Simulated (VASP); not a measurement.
A VASP 6.6.1 single-point calculation on AgCl

INCAR

```
LCHARG = .FALSE.
NSW = 0
LREAL = .FALSE.
NBANDS = 16
ISIF = 2
LWAVE = .FALSE.
NELM = 64
IBRION = -1
LASPH = .TRUE.
GGA = PE
SIGMA = 0.02
ISMEAR = -1
PREC = Accurate
ENCUT = 520
EDIFF = 1E-7
```

KPOINTS

```
KPOINTS created by Atomic Simulation Environment
0
Gamma
4 4 4
0 0 0
```

POSCAR

```
Ag Cl
 1.0000000000000000
     0.0000000000000000    5.2405600000000003    5.2405600000000003
     5.2405600000000003    0.0000000000000000    5.2405600000000003
     5.2405600000000003    5.2405600000000003    0.0000000000000000
 Ag  Cl
   1   1
Cartesian
 -0.0000000000000000  0.0000000000000000 -0.0000000000000000
  5.2405599999999994  5.2405599999999994  5.2405600000000012
```

The recommended PBE PAW datasets give the neutral cell 18 valence electrons.

Command

```
mpirun -np 1 vasp_std
```

OSZICAR

```
N       E                     dE             d eps       ncg     rms          rms(c)
DAV:   1     0.105295743378E+03    0.10530E+03   -0.54240E+03   256   0.771E+02
DAV:   2     0.765208179085E+01   -0.97644E+02   -0.87155E+02   368   0.143E+02
DAV:   3    -0.407144658989E+01   -0.11724E+02   -0.11684E+02   256   0.562E+01
DAV:   4    -0.424379880707E+01   -0.17235E+00   -0.17232E+00   368   0.741E+00
DAV:   5    -0.424654478426E+01   -0.27460E-02   -0.27457E-02   320   0.986E-01    0.361E+00
DAV:   6    -0.232424070122E+01    0.19223E+01   -0.19161E+00   272   0.541E+00    0.270E+00
DAV:   7    -0.211052968948E+01    0.21371E+00   -0.61469E+00   256   0.299E+00    0.584E+00
DAV:   8    -0.308122984424E+01   -0.97070E+00   -0.66767E+00   256   0.665E+00    0.278E+00
DAV:   9    -0.280657975312E+01    0.27465E+00   -0.96949E-02   256   0.122E+00    0.259E+00
DAV:  10    -0.317933692102E+01   -0.37276E+00   -0.41275E-02   272   0.773E-01    0.288E+00
...
DAV:  54    -0.163089660752E+01    0.26733E-04   -0.13246E-05   256   0.159E-02    0.204E-02
DAV:  55    -0.163089045241E+01    0.61551E-05   -0.34930E-06   272   0.850E-03    0.112E-02
DAV:  56    -0.163091305811E+01   -0.22606E-04   -0.75545E-06   264   0.115E-02    0.340E-02
DAV:  57    -0.163089795401E+01    0.15104E-04   -0.94074E-07   272   0.427E-03    0.212E-02
DAV:  58    -0.163089047066E+01    0.74834E-05   -0.55074E-07   280   0.304E-03    0.102E-02
DAV:  59    -0.163088899979E+01    0.14709E-05   -0.94253E-08   248   0.119E-03    0.656E-03
DAV:  60    -0.163088837784E+01    0.62195E-06   -0.17795E-08   216   0.634E-04    0.429E-03
DAV:  61    -0.163088796782E+01    0.41001E-06   -0.39073E-08   208   0.820E-04    0.137E-03
DAV:  62    -0.163088788157E+01    0.86251E-07   -0.14731E-08   184   0.511E-04
   1 F= -.16308879E+01 E0= -.16301703E+01  d E =-.143512E-02
```

Standard output (part)

```
POSCAR found type information on POSCAR AgCl
 POSCAR found :  2 types and       2 ions
 LDA part: xc-table for (Slater+PW92), standard interpolation
 POSCAR, INCAR and KPOINTS ok, starting setup
 WAVECAR not read
 entering main loop
```

It converged. Results: gap between bands v and c on the k mesh 0.15 eV; least direct gap on the k mesh 0.15 eV; pressure -0.7 GPa. Band v is the last that the valence electrons fill when counted band by band, and c is the next.

Why shouldn't this run be trusted?

Cell typed in bohr. On sound settings PBE gives a gap of 0.91 eV on its mesh and a pressure of 1.5 GPa for the intended cell.
